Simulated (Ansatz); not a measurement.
**EuS: equation of state with BLYP**

**The experiment to reproduce.**

From “Crystal-field mediated electronic transitions of EuS up to 35 GPa”, 2022, pmc:8786971, for a bulk crystal of EuS: bulk modulus 61.5 ± 0.5 GPa.

The system is EuS.

```
Eu S
1.0
     0.00000    2.97850    2.97850
     2.97850    0.00000    2.97850
     2.97850    2.97850    0.00000
Eu S
1 1
Direct
  0.00000 0.00000 0.00000
  0.50000 0.50000 0.50000
```

- Program: Ansatz 0.2.0
- Task: equation of state
- Functional: BLYP
- Potentials or basis: Ansatz PAW
- Cutoff: 420 eV
- Density cutoff: 1680 eV
- k mesh: 8 × 8 × 8
- Occupations: fermi-dirac, width 0.05 eV
- Spin: collinear spin, ferromagnetic start
- Starting moments: [7.0, 0.0] μB

```
Equilibrium volume                      : 26.82 Å³/atom
Bulk modulus                            : 45 GPa
Pressure derivative of the bulk modulus : 4.3
```

Energy against volume, from the lowest point:
```tsv
volume (Å³/atom)	energy (meV/atom)
24.838	23.73
25.367	12.25
25.895	4.75
26.424	0.78
26.952	0.00
27.481	2.11
28.009	6.81
```

All runs of the series together: 19 s on 2 threads of Arm Neoverse V2 (shared host).

Measured bulk modulus of EuS: 61.5 GPa (quoted in “Crystal-field mediated electronic transitions of EuS up to 35 GPa”, 2022, pmc:8786971). This calculation gives 45 GPa (-26.2 %). The fit is for a static lattice scaled at fixed shape and fixed fractional positions.

Caveat: the potentials were made for another functional, which shifts forces and pressure; without U or exact exchange the open f shell lies at the Fermi level, which spoils levels, moments and volumes. BLYP gives volumes clearly too large for solids.
